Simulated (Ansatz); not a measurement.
# The 4-layer graphene (ABC) between two gates, part 2 of 3

Aim: screening and gap of the neutral 4-layer graphene (ABC) between oppositely charged gates.

Ansatz 0.2.0; plane-wave DFT, PBE-D3(BJ), Ansatz PAW (the session's first sound run).

So far. Step 2 (Relaxation): The lattice constant a goes from 2.467 to 2.465 Å.

### 3. Gated layer, displacement field 0

The slab is cut off from its images along the normal. Two sheets of opposite charge stand for the gates, so the stack stays neutral in a displacement field; barriers ahead of the sheets keep electrons from leaking to them. The uncharged case sets the zero.

The cell differs from the one that the last finished run ended in (c 43.900 → 50.145 Å).

The input, input.yaml:

```yaml
crystal:
  lattice:
    - [2.4651663252, 0.0, 0.0]
    - [-1.2325831626, 2.1348966622, 0.0]
    - [0.0, 0.0, 50.145085946]
  atoms:
    - { symbol: C, position: [0.6666666667, 0.3333333333, 0.398852946] }
    - { symbol: C, position: [0.3333333333, 0.6666666667, 0.3988426707] }
    - { symbol: C, position: [0.0, 0.0, 0.4663729835] }
    - { symbol: C, position: [0.6666666667, 0.3333333333, 0.4663519175] }
    - { symbol: C, position: [0.3333333333, 0.6666666667, 0.5336480825] }
    - { symbol: C, position: [0.0, 0.0, 0.5336270165] }
    - { symbol: C, position: [0.6666666667, 0.3333333333, 0.6011573293] }
    - { symbol: C, position: [0.3333333333, 0.6666666667, 0.601147054] }
  periodic: [true, true, false]
  symmetry: { detect: true }
kpoints:
  mp_grid: { grid: [66, 66, 1] }
  band_path:
    path: [[0, 0, 0], [0.5, 0, 0], [0.33333333, 0.33333333, 0], [0, 0, 0]]
    npoints: 16
hamiltonian:
  xc: pbe
  dispersion: d3bj
scf:
  occupations: { method: fermi_dirac, width: 0.02585 }
  convergence: { dr2_threshold: 1.0e-10 }
output:
  forces: true
  eigenvalues: true
  dos: { projected: true, e_range: [-3, 3], de: 0.01 }
  write_potential: true
  write_density: true
  volumetric_format: npy
  elf: true
external_charges:
  - { charge: 0, barrier: 10, axis: 3, height: 33.645, sigma: 0.25 }
  - { charge: 0, barrier: 10, axis: 3, height: 16.5, sigma: 0.25 }
```

Run with:

```bash
$ ansatz run input.yaml --threads 4 --pin off --max-ram 6144MiB --backend cpu --events-out ev --progress --plain --runs-dir out
```

Numbers of over 12 decimals in the logs are rounded to 6 here.

The program printed:

```text
[...]
Crystal: 8 atoms, lattice volume = 263.907 Å³
Basis set: ecut = 420 eV, 4997 PW (Γ), exchange–correlation on 36×36×720 points (8 copies of the dense FFT grid, shifted against one another)
Bands: 24, of which v1, the nominal top of the filled ones, is band 16 counted from 1 (15 counted from 0)
Symmetry: 12 space group operations
[...]
k-points: 397 of 4356
[...]
SCF iter   1: F=—  HF=-2008.558977 eV  |F-HF|=—  |Δ(HF+E_count)|=         —  Δρ=1.59e-3  dr2=7.22e-3  ethr=1.77e-3  ⟨swp⟩=18.4  Hψ=97403  notcnv=0  defer=26
[...]
SCF iter   9: F=-2008.558670 eV  HF=-2008.558670 eV  |F-HF|=2.61e-10  |Δ(HF+E_count)|=  1.14e-12  Δρ=1.23e-7  dr2=2.62e-11  ethr=1.00e-12  ⟨swp⟩=29.1  Hψ=100786  notcnv=0
the search or the solves at the SCF's close seem to have found levels that the self-consistency loop had missed (the run counts 3). By its estimate they hold under 1e-12 electrons; where the run keeps them, the occupations were computed again with them
SCF 1 converged in 9 iterations: F = -2008.558670 eV  dr2 = 2.62e-11
[...]
NSCF: frozen V_eff on 49 k-points
[...]
SCF converged after 9 iterations
Free energy (F): -2008.558670 eV
[...]
Internal energy: -2008.558540 eV  (E = F + TS)
E sigma→0 (E₀):  -2008.558605 eV
Entropy (-TS):   -0.000129 eV (-0.016 meV/atom)
Fermi energy:    -4.261481 eV
[...]
--- Forces (eV/Å), atoms and charges each counted from 1 ---
  atom   1  C      0.00000000     0.00000000    -0.00236183
  atom   2  C      0.00000000    -0.00000000     0.00145342
  atom   3  C      0.00000000     0.00000000    -0.00312144
  atom   4  C      0.00000000    -0.00000000     0.00353370
  atom   5  C      0.00000000     0.00000000    -0.00353370
  atom   6  C      0.00000000    -0.00000000     0.00312144
  atom   7  C      0.00000000     0.00000000    -0.00145342
  atom   8  C      0.00000000    -0.00000000     0.00236183
  external charge   1     0.00000000     0.00000000     0.00155532
  external charge   2     0.00000000     0.00000000    -0.00155476
  max |Σ_I F_I| component, the external charges' with the atoms': 5.55e-7 eV/Å
--- Band table (eV; the first three rows and the last of 397) ---
  k-point 0: bands = [... 12 lower, -7.2953, -7.2953, -7.2945, -7.2945, -0.2238, 0.0646, 1.2435, 2.8806, ... 4 higher]
  k-point 1: bands = [... 12 lower, -7.3169, -7.3164, -7.3072, -7.3063, -0.2168, 0.0716, 1.2502, 2.8866, ... 4 higher]
  k-point 2: bands = [... 12 lower, -7.3600, -7.3520, -7.3428, -7.3416, -0.1959, 0.0929, 1.2701, 2.9046, ... 4 higher]
  k-point 396: bands = [... 12 lower, -4.6133, -4.5931, -4.5931, -4.2674, -4.2674, -3.9639, -3.9547, -3.9547, ... 4 higher]
```

Run time: 1.7 min. Hardware: 4 threads of Arm Neoverse V2, shared host; peak memory 2.3 GiB.

Numbers from this step:

* energy at zero smearing: -2008.5586 eV
* potential beyond the upper barrier and gate, less the barrier, from the Fermi level: 4.261 eV

The electron's electrostatic potential energy less the Fermi level oscillates, so the rows of the table below give means over windows of 2 Å about each position, cut where the curve ends. Its maxima inside the range that stand out by 2 % of the span (Å: eV): 21.7: -0.411, 25.1: -0.481, 28.4: -0.411. Its minima: 20.1: -8.12, 23.4: -8.14, 26.7: -8.14, 30.1: -8.12.

Running mean over a fixed 2.6 Å (it still follows the layers) of the planar mean; beyond a gate it holds the 10 eV model barrier. The electron's electrostatic potential energy less the Fermi level by z; means over each step:

| z (Å) | electron's electrostatic potential energy less the Fermi level (eV) |
| --- | --- |
| 4 | 14.3 |
| 6 | 14.3 |
| 8 | 14.3 |
| 10 | 14.3 |
| 12 | 14.3 |
| 14 | 14.3 |
| 16 | 11.1 |
| 18 | 2.54 |
| 20 | -7.51 |
| 22 | -4.07 |
| 24 | -6.25 |
| 26 | -5.72 |
| 28 | -4.28 |
| 30 | -7.44 |
| 32 | 1.59 |
| 34 | 10.6 |
| 36 | 14.2 |
| 38 | 14.3 |
| 40 | 14.3 |
| 42 | 14.3 |
| 44 | 14.3 |
| 46 | 14.3 |

The density of states has structure finer than the step of the table below, so its rows give means over 0.2 eV, whole bins alone (the curve runs from -3 to 1.99 eV). Peaks (eV: height): -2.52: 2.14, -2.31: 2.03, -2.11: 2.08, 1.41: 2.56, 1.65: 2.25, 1.86: 2.41.

Density of states against energy, zero at the Fermi level; means over each step:

energy (eV), density of states (states/eV a cell) and a bar:
```
     -2.8       1.59 #########################
     -2.6       1.84 #############################
     -2.4       1.80 ############################
     -2.2       1.78 ############################
     -2.0       1.44 ######################
     -1.8       1.09 #################
     -1.6       0.89 ##############
     -1.4       0.73 ###########
     -1.2       0.60 #########
     -1.0       0.48 #######
     -0.8       0.38 #####
     -0.6       0.28 ####
     -0.4       0.19 ##
     -0.2       0.08 
      0.0       0.05 
      0.2       0.07 
      0.4       0.18 ##
      0.6       0.29 ####
      0.8       0.42 ######
      1.0       0.57 ########
      1.2       0.81 ############
      1.4       1.52 ########################
      1.6       1.77 ############################
      1.8       1.90 ##############################
```

Projected DOS per atom over height of the atomic layer and energy from the Fermi level. Layers: C2 C2 C2 C2 from below.

Ten even steps from '0' (0.004 states/eV) to '9' (0.241 states/eV), each cell a mean:
```
9999
9889
6886
3443
2222
1111
1111
0000
0000
0000
0000
1111
1111
2222
3333
4444
5555
6776
9999
9889
8998
7777
```
Columns: height of the atomic layer (Å) from 20.0 to 30.1; rows upwards: energy from the Fermi level (eV) from -2.98 to 1.97.

Electronic bands along the path, in eV, zero at the Fermi level:

| point | band 13 | band 14 | band 15 | band 16 | band 17 | band 18 | band 19 | band 20 |
| --- | --- | --- | --- | --- | --- | --- | --- | --- |
| Γ | -3.03 | -3.03 | -3.03 | -3.03 | 4.04 | 4.33 | 5.50 | 7.14 |
| halfway | -5.08 | -5.06 | -5.05 | -5.04 | 5.93 | 6.23 | 6.93 | 7.10 |
| M | -2.67 | -2.51 | -2.30 | -2.11 | 1.40 | 1.64 | 1.85 | 1.96 |
| halfway | -2.07 | -1.92 | -1.71 | -1.52 | 1.31 | 1.45 | 1.56 | 1.58 |
| K | -0.35 | -0.33 | -0.33 | -0.01 | -0.01 | 0.30 | 0.31 | 0.31 |
| halfway | -6.01 | -5.60 | -5.08 | -4.62 | 6.17 | 6.29 | 6.43 | 6.54 |
| Γ | -3.03 | -3.03 | -3.03 | -3.03 | 4.04 | 4.33 | 5.50 | 7.14 |

ELF in the ca plane at fractional y = 0.333, with atoms of C within 0.2 Å of it. It is the smooth field of the valence electrons, not physical close to the nuclei.

Ten even steps from '0' (0.00) to '9' (0.92), each cell a mean:
```
57887520147888630012444310025788753100000000
66436620157535640000111000026644664100000000
66115630156304641000000000036511564200000000
67557620147656640001121100026755763100000000
57887520036888630013565420015788753100000000
46776410025776520036899741014677642000000000
35565310024565420037999851013566531000000000
46776410035777520026888741014677642000000000
```
Columns run along c (16.0 Å, from fractional 0.38 to 0.70 of the cell), rows up along a (2.5 Å). Atoms in or near the plane, at fractional coordinates: C at (0.40, 0.67), C at (0.47, 0.67), C at (0.60, 0.67).

Electrostatic potential energy in the ca plane at fractional y = 0.333, with atoms of C within 0.2 Å of it. With pseudopotentials it is smooth inside the atoms' cores, unlike the true potential.

Ten even steps from '0' (-62 eV) to '9' (10 eV), each cell a mean:
```
86446888887535788888777888888644688888889999
75104788886102788888877888887400478888889999
74003788886001688888888888887300378888889999
75115788886213788888877888887511578888889999
87557888887656788888777788888755788888889999
87667888887767888887656788888766788888889999
87667888887667888887656788888766788888889999
87667888887767888888766788888766788888889999
```
Columns run along c (16.0 Å, from fractional 0.38 to 0.70 of the cell; values clipped at the 3rd and 97th percentile), rows up along a (2.5 Å). Atoms in or near the plane, at fractional coordinates: C at (0.40, 0.67), C at (0.47, 0.67), C at (0.60, 0.67).

Valence density in the ca plane at fractional y = 0.333, with atoms of C within 0.2 Å of it. It is the smooth field of the valence electrons, not physical close to the nuclei.

Values in e/Å³, 5 rows by 16 columns, each cell a mean:
```
0.7 1.1 0.1 0.3 1.4 0.3 0.0 0.3 0.2 0.0 0.5 1.3 0.1 0.0 0.0 0.0
0.9 1.3 0.1 0.3 1.6 0.4 0.0 0.1 0.1 0.0 0.6 1.5 0.2 0.0 0.0 0.0
0.7 1.1 0.1 0.3 1.4 0.3 0.0 0.4 0.3 0.0 0.5 1.3 0.1 0.0 0.0 0.0
0.5 0.7 0.1 0.2 0.8 0.2 0.1 1.0 0.7 0.0 0.3 0.8 0.1 0.0 0.0 0.0
0.5 0.7 0.1 0.2 0.8 0.2 0.1 1.0 0.7 0.0 0.3 0.8 0.1 0.0 0.0 0.0
```
Columns run along c (16.0 Å, from fractional 0.38 to 0.70 of the cell), rows up along a (2.5 Å). Atoms in or near the plane, at fractional coordinates: C at (0.40, 0.67), C at (0.47, 0.67), C at (0.60, 0.67).

There is no gap.

### 4. Gated layer, displacement field 1.81 V/nm

input.yaml, as its differences from that of step 3:

```diff
@@ -30,3 +30,2 @@
   eigenvalues: true
-  dos: { projected: true, e_range: [-3, 3], de: 0.01 }
   write_potential: true
@@ -34,5 +33,6 @@
   volumetric_format: npy
-  elf: true
 external_charges:
   - { charge: 0, barrier: 10, axis: 3, height: 33.645, sigma: 0.25 }
+  - { charge: -0.005263, axis: 3, height: 35.145, sigma: 0.5 }
   - { charge: 0, barrier: 10, axis: 3, height: 16.5, sigma: 0.25 }
+  - { charge: 0.005263, axis: 3, height: 15.0, sigma: 0.5 }
```

The program printed:

```text
[...]
Crystal: 8 atoms, lattice volume = 263.907 Å³
Basis set: ecut = 420 eV, 4997 PW (Γ), exchange–correlation on 36×36×720 points (8 copies of the dense FFT grid, shifted against one another)
Bands: 24, of which v1, the nominal top of the filled ones, is band 16 counted from 1 (15 counted from 0)
Symmetry: 6 space group operations
k-points: 397 of 4356 (time reversal used)
[...]
SCF iter   1: F=—  HF=-2012.744625 eV  |F-HF|=—  |Δ(HF+E_count)|=         —  Δρ=6.72e-2  dr2=1.05e1  ethr=3.10e-3  ⟨swp⟩=23.9  Hψ=109883  notcnv=0  defer=1
[...]
SCF iter  13: F=-2008.554478 eV  HF=-2008.554478 eV  |F-HF|=1.18e-10  |Δ(HF+E_count)|=  2.42e-10  Δρ=1.20e-7  dr2=6.01e-11  ethr=1.00e-12  ⟨swp⟩=38.5  Hψ=123055  notcnv=0
SCF 1 converged in 13 iterations: F = -2008.554478 eV  dr2 = 6.01e-11
  Residual-converged pass: ⟨swp⟩=1.8  Hψ=11542  notcnv=0  max |occ|·‖R‖ = 7.1e-9 eV (tolerance 1.0e-8 eV)  dr2=6.01e-11  dr2_onsite=6.00e-13  max |Δocc| = 3.4e-14
[...]
SCF converged after 13 iterations
Free energy (F): -2008.554478 eV
[...]
Internal energy: -2008.554427 eV  (E = F + TS)
E sigma→0 (E₀):  -2008.554453 eV
Entropy (-TS):   -0.000051 eV (-0.006 meV/atom)
Fermi energy:    -4.258439 eV
[...]
--- Forces (eV/Å), atoms and charges each counted from 1 ---
  atom   1  C     -0.00000000     0.00000000    -0.00080866
  atom   2  C      0.00000000    -0.00000000     0.00037826
  atom   3  C      0.00000000     0.00000000    -0.00278830
  atom   4  C      0.00000000    -0.00000000     0.00287072
  atom   5  C      0.00000000     0.00000000    -0.00290785
  atom   6  C      0.00000000    -0.00000000     0.00227919
  atom   7  C      0.00000000     0.00000000    -0.00183287
  atom   8  C      0.00000000    -0.00000000     0.00308756
  external charge   1     0.00000000     0.00000000     0.00142219
  external charge   2     0.00000000     0.00000000    -0.00047659
  external charge   3     0.00000000     0.00000000    -0.00170198
  external charge   4     0.00000000     0.00000000     0.00047578
  max |Σ_I F_I| component, the external charges' with the atoms': 2.55e-6 eV/Å
--- Band table (eV; the first three rows and the last of 397) ---
  k-point 0: bands = [... 12 lower, -7.2675, -7.2675, -7.1575, -7.1575, -0.3775, 0.1830, 1.2593, 2.8865, ... 4 higher]
  k-point 1: bands = [... 12 lower, -7.2900, -7.2794, -7.1801, -7.1695, -0.3705, 0.1900, 1.2660, 2.8925, ... 4 higher]
  k-point 2: bands = [... 12 lower, -7.3575, -7.3151, -7.2475, -7.2051, -0.3493, 0.2110, 1.2859, 2.9106, ... 4 higher]
  k-point 396: bands = [... 12 lower, -4.6876, -4.6155, -4.5082, -4.4116, -4.1249, -4.0453, -3.9612, -3.8555, ... 4 higher]
```

Run time: 2.1 min. Hardware: 4 threads; peak memory 2 GiB.

This step gave:

| Item | Value |
| --- | --- |
| gap along the path | 0.1866 eV |
| smallest direct gap along the path | 0.1866 eV |
| gap, the smaller of path and mesh | 0.1692 eV |
| potential beyond the upper barrier and gate, less the barrier, from the Fermi level | 5.114 eV |

Electronic bands along the path, in eV, zero at the Fermi level of the run, which the smearing sets inside the gap:

| point | band 13 | band 14 | band 15 | band 16 | band 17 | band 18 | band 19 | band 20 |
| --- | --- | --- | --- | --- | --- | --- | --- | --- |
| Γ | -3.01 | -3.01 | -2.90 | -2.90 | 3.88 | 4.44 | 5.52 | 7.14 |
| halfway | -5.15 | -5.10 | -5.03 | -4.91 | 5.79 | 6.32 | 6.90 | 7.09 |
| M | -2.71 | -2.52 | -2.31 | -2.08 | 1.37 | 1.62 | 1.84 | 2.00 |
| halfway | -2.11 | -1.93 | -1.71 | -1.48 | 1.25 | 1.42 | 1.55 | 1.67 |
| K | -0.43 | -0.36 | -0.25 | -0.15 | 0.13 | 0.21 | 0.30 | 0.40 |
| halfway | -6.03 | -5.61 | -5.09 | -4.61 | 6.12 | 6.27 | 6.43 | 6.44 |
| Γ | -3.01 | -3.01 | -2.90 | -2.90 | 3.88 | 4.44 | 5.52 | 7.14 |

The gap, the smaller of path and mesh, is 0.169 eV.

### 5. Gated layer, displacement field -1.81 V/nm

input.yaml, as its differences from that of step 4:

```diff
@@ -35,4 +35,4 @@
   - { charge: 0, barrier: 10, axis: 3, height: 33.645, sigma: 0.25 }
-  - { charge: -0.005263, axis: 3, height: 35.145, sigma: 0.5 }
+  - { charge: 0.005263, axis: 3, height: 35.145, sigma: 0.5 }
   - { charge: 0, barrier: 10, axis: 3, height: 16.5, sigma: 0.25 }
-  - { charge: 0.005263, axis: 3, height: 15.0, sigma: 0.5 }
+  - { charge: -0.005263, axis: 3, height: 15.0, sigma: 0.5 }
```

The program printed:

```text
[...]
Crystal: 8 atoms, lattice volume = 263.907 Å³
Basis set: ecut = 420 eV, 4997 PW (Γ), exchange–correlation on 36×36×720 points (8 copies of the dense FFT grid, shifted against one another)
Bands: 24, of which v1, the nominal top of the filled ones, is band 16 counted from 1 (15 counted from 0)
Symmetry: 6 space group operations
k-points: 397 of 4356 (time reversal used)
[...]
--- Band table (eV; the first three rows and the last of 397) ---
  k-point 0: bands = [... 12 lower, -7.2675, -7.2675, -7.1575, -7.1575, -0.3775, 0.1830, 1.2593, 2.8865, ... 4 higher]
  k-point 1: bands = [... 12 lower, -7.2901, -7.2794, -7.1801, -7.1695, -0.3705, 0.1900, 1.2660, 2.8925, ... 4 higher]
  k-point 2: bands = [... 12 lower, -7.3575, -7.3151, -7.2475, -7.2051, -0.3493, 0.2109, 1.2859, 2.9105, ... 4 higher]
  k-point 396: bands = [... 12 lower, -4.6876, -4.6155, -4.5082, -4.4116, -4.1249, -4.0453, -3.9612, -3.8555, ... 4 higher]
[key lines of the parts left out:]
SCF converged after 13 iterations
Free energy (F): -2008.554478 eV
Fermi energy:    -4.258454 eV
```

The job ended after 2 min (4 threads; peak memory 2 GiB).

The electronic bands at the labelled points (eV, zero at the Fermi level of the run, which the smearing sets inside the gap):

(Unchanged from step 4.)

The gap, the smaller of path and mesh, is 0.169 eV.

### 6. Gated layer, displacement field 3.62 V/nm

input.yaml, as its differences from that of step 5:

```diff
@@ -35,4 +35,4 @@
   - { charge: 0, barrier: 10, axis: 3, height: 33.645, sigma: 0.25 }
-  - { charge: 0.005263, axis: 3, height: 35.145, sigma: 0.5 }
+  - { charge: -0.010526, axis: 3, height: 35.145, sigma: 0.5 }
   - { charge: 0, barrier: 10, axis: 3, height: 16.5, sigma: 0.25 }
-  - { charge: -0.005263, axis: 3, height: 15.0, sigma: 0.5 }
+  - { charge: 0.010526, axis: 3, height: 15.0, sigma: 0.5 }
```

The program printed:

```text
[...]
Crystal: 8 atoms, lattice volume = 263.907 Å³
Basis set: ecut = 420 eV, 4997 PW (Γ), exchange–correlation on 36×36×720 points (8 copies of the dense FFT grid, shifted against one another)
Bands: 24, of which v1, the nominal top of the filled ones, is band 16 counted from 1 (15 counted from 0)
Symmetry: 6 space group operations
k-points: 397 of 4356 (time reversal used)
[...]
--- Band table (eV; the first three rows and the last of 397) ---
  k-point 0: bands = [... 12 lower, -7.2259, -7.2259, -7.0062, -7.0062, -0.6572, 0.3482, 1.3078, 2.9036, ... 4 higher]
  k-point 1: bands = [... 12 lower, -7.2485, -7.2379, -7.0287, -7.0181, -0.6501, 0.3550, 1.3144, 2.9096, ... 4 higher]
  k-point 2: bands = [... 12 lower, -7.3160, -7.2736, -7.0962, -7.0538, -0.6287, 0.3756, 1.3345, 2.9276, ... 4 higher]
  k-point 396: bands = [... 12 lower, -4.8048, -4.6275, -4.5736, -4.4247, -4.1402, -3.9683, -3.9560, -3.7392, ... 4 higher]
[key lines of the parts left out:]
SCF converged after 12 iterations
Free energy (F): -2008.541664 eV
Fermi energy:    -4.255143 eV
```

Elapsed: 2 min, on 4 threads; peak memory 2 GiB.

Electronic bands along the path, in eV, zero at the Fermi level of the run, which the smearing sets inside the gap:

| point | band 13 | band 14 | band 15 | band 16 | band 17 | band 18 | band 19 | band 20 |
| --- | --- | --- | --- | --- | --- | --- | --- | --- |
| Γ | -2.97 | -2.97 | -2.75 | -2.75 | 3.60 | 4.60 | 5.56 | 7.16 |
| halfway | -5.16 | -5.11 | -4.99 | -4.77 | 5.52 | 6.43 | 6.83 | 7.06 |
| M | -2.81 | -2.55 | -2.30 | -1.98 | 1.27 | 1.59 | 1.85 | 2.11 |
| halfway | -2.21 | -1.96 | -1.70 | -1.39 | 1.12 | 1.37 | 1.57 | 1.80 |
| K | -0.55 | -0.37 | -0.32 | -0.17 | 0.11 | 0.29 | 0.30 | 0.52 |
| halfway | -6.08 | -5.62 | -5.09 | -4.57 | 6.00 | 6.17 | 6.24 | 6.44 |
| Γ | -2.97 | -2.97 | -2.75 | -2.75 | 3.60 | 4.60 | 5.56 | 7.16 |

The gap, the smaller of path and mesh, is 0.170 eV.

(Continued in part 3 of 3.)

[Logs are printed without paths, hosts, clocks, repeated set-up lines and the standing remarks that a program may print on its own settings, such as how far it seeks lower states.]

[Hosts, paths, dates, database ids (printed as entryN), source tags and the programs' standing remarks are cut or masked in the printed files.]

[Maps of the electrostatic potential energy from Ansatz leave out the sawtooth potential of an applied field or a dipole correction, so their vacuum need not be flat; planar profiles and work functions include it.]

[The density of states shown here was stored with 400 of the rows of the run's finer table, so its peaks can read low, often by over a quarter, or be missed, and its means over a window can be off by a tenth or more.]
